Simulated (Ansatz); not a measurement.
## Be in Ansatz, settings compared

The command:

```bash
ansatz run input.yaml --threads 1 --pin off --max-ram 2560MiB --backend cpu --events-out ev --progress --plain --runs-dir out
```

The input file (Ansatz 0.2.0, plane waves):

```yaml
crystal:
  lattice:
    - [0.0, 1.629966, 1.629966]
    - [1.629966, 0.0, 1.629966]
    - [1.629966, 1.629966, 0.0]
  atoms:
    - { symbol: Be, position: [0.0, 0.0, 0.0] }
  symmetry: { tolerance: 0.0003 }
kpoints:
  mp_grid: { grid: [9, 9, 9], shift: [0, 0, 0] }
magnetization:
  spin_polarized: false
scf:
  occupations: { method: fermi_dirac, width: 0.013 }
hamiltonian:
  pseudopotentials: { kind: paw }
  xc: mr2scan
basis:
  ecutwfc: 500
output:
  forces: true
  stress: true
  eigenvalues: true
relax:
  max_steps: 40
  cell: {}
```

Origin of the cell: a known structure type with other elements, at an estimated volume, so it need not be a known compound.

Output of this run (shortened):

```
Pseudopotentials: kind: paw
Pseudopotential: Be, paw, valence charge 2, recommended cutoff 500 eV (meta_gga), Be.paw.azcp
Functional definition: m-r2SCAN
  exchange = m_r2scan_x
  correlation = m_r2scan_c
Crystal: 1 atoms, lattice volume = 8.661 Å³
Basis set: ecut = 500 eV, 229 PW (Γ), exchange–correlation on 72×72×72 points (64 copies of the dense FFT grid, shifted against one another)
Bands: 5, of which v1, the nominal top of the filled ones, is band 1 counted from 1 (0 counted from 0)
Symmetry: 48 space group operations
Space group: Fm-3m (ITA 225), of the structure as read, at distance tolerance 6.2e-4 Å
k-points: 35 of 729
Initial density: superposition of atomic densities (neutral atoms: chi_scale 0, normalization atom), corrected by the library's trained network
Functional: x = mr2scan, c = mr2scan; τ floored in thin density (d = 2e-4 eV/Å³)
SCF iter   1: F=—  HF=-93.227054 eV  Δρ=3.46e-3  dr2=8.16e-4  dr2_τ=2.44e-2
SCF iter   2: F=—  HF=-93.233643 eV  Δρ=2.71e-3  dr2=4.99e-4  dr2_τ=1.59e-6
SCF iter   3: F=—  HF=-93.233579 eV  Δρ=9.98e-4  dr2=6.39e-5  dr2_τ=4.10e-6
SCF iter   4: F=—  HF=-93.233576 eV  Δρ=5.01e-4  dr2=1.62e-5  dr2_τ=1.39e-7
SCF iter   5: F=—  HF=-93.233575 eV  Δρ=7.48e-5  dr2=3.59e-7  dr2_τ=1.39e-9
SCF iter   6: F=-93.233575 eV  HF=-93.233575 eV  Δρ=5.97e-6  dr2=2.24e-9  dr2_τ=1.38e-11
relax step   1: F+E_penalty+E_count = -93.233575 eV  Δ(F+E_penalty+E_count) = +0.000e0 eV  max|allowed force component| = 0.000e0 eV/Å  Δτ_max = 0.0000 Å  P = -10.490 GPa  Ω = 8.661 Å³  (6 SC […]
relax step   2: F+E_penalty+E_count = -93.258378 eV  Δ(F+E_penalty+E_count) = -2.480e-2 eV  max|allowed force component| = 0.000e0 eV/Å  Δτ_max = 0.0000 Å  P = -4.147 GPa  Ω = 8.129 Å³  energ […]
relax step   3: F+E_penalty+E_count = -93.262041 eV  Δ(F+E_penalty+E_count) = -3.663e-3 eV  max|allowed force component| = 0.000e0 eV/Å  Δτ_max = 0.0000 Å  P = +0.541 GPa  Ω = 7.815 Å³  energ […]
relax step   4: F+E_penalty+E_count = -93.262097 eV  Δ(F+E_penalty+E_count) = -5.610e-5 eV  max|allowed force component| = 0.000e0 eV/Å  Δτ_max = 0.0000 Å  P = -0.023 GPa  Ω = 7.850 Å³  energ […]
relax step   5: F+E_penalty+E_count = -93.262084 eV  Δ(F+E_penalty+E_count) = +1.259e-5 eV  max|allowed force component| = 0.000e0 eV/Å  Δτ_max = 0.0000 Å  P = -0.020 GPa  Ω = 7.850 Å³  stress off target by 1.96e-2 GPa […]
SCF 5 converged in 3 iterations: F = -93.262084 eV  dr2 = 5.78e-14
basis re-selected at this cell: Δ(F+E_penalty+E_count) = +1.259e-5 eV, ΔP = +0.003 GPa vs the last step (what re-selecting the basis moved, of the pressure what is left beyond the Pulay corre […]
SCF converged after 3 iterations
Free energy (F): -93.262084 eV
Harris-Foulkes:  -93.262084 eV  (|F-HF|=1.56e-13)
Internal energy: -93.262084 eV  (E = F + TS)
E sigma→0 (E₀):  -93.262084 eV
Fermi energy:    8.465968 eV
--- Per-component energies (eV) ---
  E_band       = 5.737496
  E_kinetic    = 21.156716
  E_local      = 3.223919  (includes V_loc(G=0)·N_el)
  E_nonlocal   = 4.097956
  E_hartree    = 0.028678
  E_xc         = -19.010296
  E_vxc        = -22.364511  (∫ρ·V_xc dr)
  E_paw        = -60.894241  (= ΣΔE_a)
  E_vpaw       = -1.318445  (= ΣTr[D̂ρ^β])
  E_aug_tail   = -0.000000  (compensation charges beyond the density's cutoff)
  E_vtau       = 0.884504  (kinetic-family band-sum trace: ∫τ·v_τ [+ j·A + Jᵃ·Aᵃ] dr)
  E_ewald      = -41.852789
  E_core_change = -0.012027  (= ΣΔE_core)
  E_smearing   = -0.000000  (= −TS)
  Σ components = -93.262084   (vs F -93.262084, Δ=0.00e0)
--- Forces (eV/Å), atoms counted from 1 ---
  atom   1  Be     0.000000     0.000000     0.000000
  max |Σ_I F_I| component: 0.0 eV/Å
--- Stress (GPa, compression-positive) ---
       -0.019592       0.000000      -0.000000
       -0.000000      -0.019592       0.000000
       -0.000000       0.000000      -0.019592
  P = ⅓ Tr σ = -0.0196 GPa (-0.196 kbar)
--- Relaxed structure (4 steps of the walk, 4 accepted, 1 SCFs on fresh bases) ---
  F+E_penalty+E_count = -93.262084 eV   max|allowed force component| = 0.000e0 eV/Å   (the final SCF, on the basis selected at the relaxed cell)
  cell:  # Å, volume = 7.8504 Å³
    - [0.0, 1.577443, 1.577443]
    - [1.577443, 0.0, 1.577443]
    - [1.577443, 1.577443, 0.0]
  atoms:
    - { symbol: Be, position: [0.0, 0.0, 0.0] }
```

The same input was run again with these changes:

1. `hamiltonian.pseudopotentials` { kind: paw } → { kind: paw, source: jth }
2. `scf.algorithm` default → density_mixing; `accuracy` default → high
3. `basis.ecutrho_ratio` default → 8; `kpoints.mp_grid.shift` [0, 0, 0] → [0.5, 0.5, 0.5]
4. `scf.mixing` default → { algorithm: anderson, beta: 1.0, ndim: 1, preconditioner: none }; `scf.max_iter` default → 80

```tsv
run	end	SCF iterations	volume (Å³/atom)	max force component (eV/Å)	moment (μB)	ΔE(σ→0) (meV/atom)
base	converged	20	7.85	0.000	–	0
1	converged	25	7.87	0.000	–	–
2	converged	20	7.85	0.000	–	0.00
3	converged	22	7.92	0.000	–	8.46
4	converged	15	7.85	0.000	–	0.00
```

Energies are compared only where functional, datasets, charge and starting cell are the same.

Caveats of the base run: the relaxation held the start's symmetry, so the end may be a saddle point.

Run 1: the cutoff lies below the datasets' advice.
Run 3: the k mesh is coarse if the cell is a metal; the k mesh keeps only part of the crystal's symmetry.

The base run ran for 4.9 s on 1 thread of Arm Neoverse N1, with other jobs on the host, peak memory 0.32 GiB, from the program's own first density.
